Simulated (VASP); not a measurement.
Crystal: GaN.

```
Ga N
1.0
     0.00000    2.13524    2.13524
     2.13524    0.00000    2.13524
     2.13524    2.13524    0.00000
Ga N
1 1
Direct
  0.00000 0.00000 0.00000
  0.50000 0.50000 0.50000
```

Measurements of this composition are mostly on another form, of space group No. 186.

```yaml
Program: VASP 6.6.1
Task: relaxation of cell and atoms
Functional: BLYP
Potentials_or_basis: VASP PAW PBE potentials, release 64 (Ga_d, N)
Cutoff: 600 eV
k_mesh: 11 × 11 × 11
Occupations: fermi-dirac, width 0.05 eV
Spin: no spin polarisation
```

At the start: pressure 8.6 GPa; volume 9.74 Å³/atom.

How do energy, volume and symmetry change on relaxing?

Over 3 steps the energy falls by 11.1 meV/atom and the volume is 10.17 Å³/atom (+4.4 %); space group Fm-3m (No. 225, to 0.05 Å).

Step by step:
| step | energy change (eV) | largest force (eV/Å) | pressure (GPa) | volume (Å³) |
| --- | --- | --- | --- | --- |
| 1 | 0.0000 | 0.0000 | 8.65 | 19.47 |
| 2 | -0.0112 | 0.0000 | -5.13 | 20.99 |
| 3 | -0.0221 | 0.0000 | -0.04 | 20.33 |

Final structure:
```yaml
crystal:
  lattice:
    - [0.00000, 2.16629, 2.16629]
    - [2.16629, 0.00000, 2.16629]
    - [2.16629, 2.16629, 0.00000]
  atoms:
    - { symbol: Ga, position: [0.00000, 0.00000, 0.00000] }
    - { symbol: N, position: [0.50000, 0.50000, 0.50000] }
```

Caveat: the PAW data sets were made with another functional, which shifts forces and pressure a little.
